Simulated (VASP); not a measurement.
**FeO (Wuestite): relaxation of cell and atoms with PBE+D3**

Crystal: FeO (Wuestite).

```
Fe O
1.0
     0.00000    2.15540    2.15540
     2.15540    0.00000    2.15540
     2.15540    2.15540    0.00000
Fe O
1 1
Direct
  0.00000 0.00000 0.00000
  0.50000 0.50000 0.50000
```

* Program: VASP 6.6.1
* Task: relaxation of cell and atoms
* Functional: PBE
* Dispersion: D3
* Potentials or basis: VASP PAW PBE potentials, release 64 (Fe, O)
* Cutoff: 600 eV
* k mesh: 8 × 8 × 8
* Occupations: fermi-dirac, width 0.05 eV
* Spin: collinear spin, ferromagnetic start
* Starting moments: [3.0, 0.0] μB
* Further INCAR settings: ALGO = Fast; EDIFF = 1e-06; IBRION = 2; EDIFFG = -0.005; NSW = 40; ISIF = 3

| Property | Result |
| --- | --- |
| Relaxed volume | 9.85 Å³/atom |
| Relaxed cell | a = 3.031 Å, b = 3.031 Å, c = 3.031 Å, α = 60.00°, β = 60.00°, γ = 60.00° |
| Space group after relaxing (to 0.05 Å) | Fm-3m (No. 225) |
| Energy gained by relaxing | 1.6 meV/atom |
| Ionic steps | 3 |
| Pressure after relaxing | 0.0 GPa |
| Band gap on the k mesh | none (metal or under the smearing width) |
| Net moment | 4.00 μB per cell |
| Site moments | Fe +3.62; O +0.30 μB |
| Valence electrons inside the program's atomic spheres | Fe 6.76; O 5.00 |
| Dispersion energy per atom | -0.150 eV |

The path:
| step | energy change (eV) | largest force (eV/Å) | pressure (GPa) | volume (Å³) |
| --- | --- | --- | --- | --- |
| 1 | 0.0000 | 0.0000 | -2.99 | 20.03 |
| 2 | -0.0019 | 0.0000 | 1.97 | 19.49 |
| 3 | -0.0032 | 0.0000 | 0.02 | 19.69 |

Final structure:
```yaml
crystal:
  lattice:
    - [0.00000, 2.14341, 2.14341]
    - [2.14341, 0.00000, 2.14341]
    - [2.14341, 2.14341, 0.00000]
  atoms:
    - { symbol: Fe, position: [0.00000, 0.00000, 0.00000] }
    - { symbol: O, position: [0.50000, 0.50000, 0.50000] }
```

Levels at points of the mesh, in eV from the Fermi level:
Spin up:
| k point | band 5 | band 6 | band 7 | band 8 | band 9 | band 10 | band 11 | band 12 | band 13 |
| --- | --- | --- | --- | --- | --- | --- | --- | --- | --- |
| (0.00, 0.00, 0.00) | -3.86 | -3.86 | -3.86 | -3.69 | -3.69 | 0.17 | 15.52 | 17.17 | 17.17 |
| (0.50, 0.00, 0.00) | -3.06 | -3.06 | -2.48 | -0.29 | -0.29 | 4.12 | 8.62 | 12.67 | 12.67 |
| (0.50, 0.50, 0.00) | -4.84 | -3.29 | -2.78 | -2.78 | -2.77 | 5.40 | 8.84 | 10.85 | 14.90 |
Spin down:
| k point | band 2 | band 3 | band 4 | band 5 | band 6 | band 7 | band 8 | band 9 |
| --- | --- | --- | --- | --- | --- | --- | --- | --- |
| (0.00, 0.00, 0.00) | -3.30 | -3.30 | -3.30 | -0.76 | -0.76 | -0.76 | 0.18 | 0.18 |
| (0.50, 0.00, 0.00) | -8.13 | -5.25 | -5.25 | 0.39 | 0.39 | 0.61 | 2.84 | 2.84 |
| (0.50, 0.50, 0.00) | -6.99 | -4.49 | -4.49 | -2.18 | 0.74 | 0.75 | 0.75 | 1.18 |

Run time: 78 s on 1 thread of Intel(R) Xeon(R) Platinum 8175M CPU @ 2.50GHz (Skylake/Cascade Lake) (shared host), peak memory 0.17 GiB.

Caveat: a cell with one magnetic atom can't hold antiferromagnetic order, which such compounds often take; semilocal functionals often make such compounds metallic where correlation or magnetic order opens a gap, which also shifts bond lengths; pairwise dispersion overbinds metals, which lowers pressure and volume. With open d or f shells a metallic result of PBE can be an artefact of self-interaction; +U or a hybrid may open a gap.
